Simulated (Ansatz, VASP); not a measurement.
# One calculation of MgO2, two programs

The input INCAR:

```
SYSTEM = MgO2
  ALGO = Fast
  EDIFF = 1E-6
  EDIFFG = -0.005
  ENCUT = 600
  GGA = PS
  IBRION = 2
  ISIF = 3
  ISMEAR = 0
  LASPH = .True.
  LCHARG = .False.
  LREAL = .False.
  LWAVE = .False.
  NELM = 80
  NSW = 100
  PREC = Accurate
  SIGMA = 0.02
```

Contents of KPOINTS:

```
k-points
0
Gamma
  6 6 6
  0 0 0
```

The input POSCAR:

```
MgO2
1.0
    4.8286124700      0.0000000000      0.0000000000
    0.0000000000      4.8286124700      0.0000000000
    0.0000000000      0.0000000000      4.8286124700
Mg O
4 8
Direct
    0.0000000000      0.5000000000      0.5000000000
    0.5000000000      0.5000000000      0.0000000000
    0.5000000000      0.0000000000      0.5000000000
    0.0000000000      0.0000000000      0.0000000000
    0.4105755600      0.0894244400      0.9105755600
    0.0894244400      0.9105755600      0.4105755600
    0.9105755600      0.4105755600      0.0894244400
    0.5894244400      0.5894244400      0.5894244400
    0.4105755600      0.4105755600      0.4105755600
    0.0894244400      0.5894244400      0.9105755600
    0.9105755600      0.0894244400      0.5894244400
    0.5894244400      0.9105755600      0.0894244400
```

Input for Ansatz:

```yaml
crystal:
  lattice:
    - [4.82861247, 0.0, 0.0]
    - [0.0, 4.82861247, 0.0]
    - [0.0, 0.0, 4.82861247]
  atoms:
    - { symbol: Mg, position: [0.0, 0.5, 0.5] }
    - { symbol: Mg, position: [0.5, 0.5, 0.0] }
    - { symbol: Mg, position: [0.5, 0.0, 0.5] }
    - { symbol: Mg, position: [0.0, 0.0, 0.0] }
    - { symbol: O, position: [0.41057556, 0.08942444, 0.91057556] }
    - { symbol: O, position: [0.08942444, 0.91057556, 0.41057556] }
    - { symbol: O, position: [0.91057556, 0.41057556, 0.08942444] }
    - { symbol: O, position: [0.58942444, 0.58942444, 0.58942444] }
    - { symbol: O, position: [0.41057556, 0.41057556, 0.41057556] }
    - { symbol: O, position: [0.08942444, 0.58942444, 0.91057556] }
    - { symbol: O, position: [0.91057556, 0.08942444, 0.58942444] }
    - { symbol: O, position: [0.58942444, 0.91057556, 0.08942444] }
basis:
  ecutwfc: 420
kpoints:
  mp_grid: { grid: [6, 6, 6] }
hamiltonian:
  xc: pbesol
scf:
  occupations: { method: gaussian, width: 0.02 }
output:
  forces: true
  stress: true
  eigenvalues: true
relax:
  adjacent_minimum: "off"
  f_tol: 0.005
  max_steps: 80
  cell: { stress_tol: 0.05 }
```

The cell is a database's computed one.

Alike in both runs: task relaxation of cell and atoms; functional PBEsol; k mesh 6 × 6 × 6; occupations gaussian, width 0.02 eV; no spin polarisation.

|  | VASP | Ansatz |
| --- | --- | --- |
| version | VASP 6.6.1 | Ansatz 0.2.0 |
| potentials or method | VASP PAW PBE potentials, release 64 (Mg, O) | scalar-relativistic, plane waves, PAW |
| plane-wave cutoff (eV) | 600 | 420 |
| valence electrons in the cell | 56 | 88 |

Ansatz gave:

```
gap on the k mesh at the Fermi level, each at its own relaxed structure (eV) : 3.97
relaxed volume (Å³/atom)                                                     : 9.45
relaxed cell length with the largest relative difference (Å)                 : 4.841
energy change over the relaxation (meV/atom)                                 : -1
```

Which values does VASP return?

gap on the k mesh at the Fermi level, each at its own relaxed structure (eV): 3.90; relaxed volume (Å³/atom): 9.41; relaxed cell length with the largest relative difference (Å): 4.834; energy change over the relaxation (meV/atom): 0.

The two sets of potentials don't hold the same shells in valence.

Caveats: the PAW data sets were made with another functional, which shifts forces and pressure a little (VASP). A k mesh can miss the band edges.
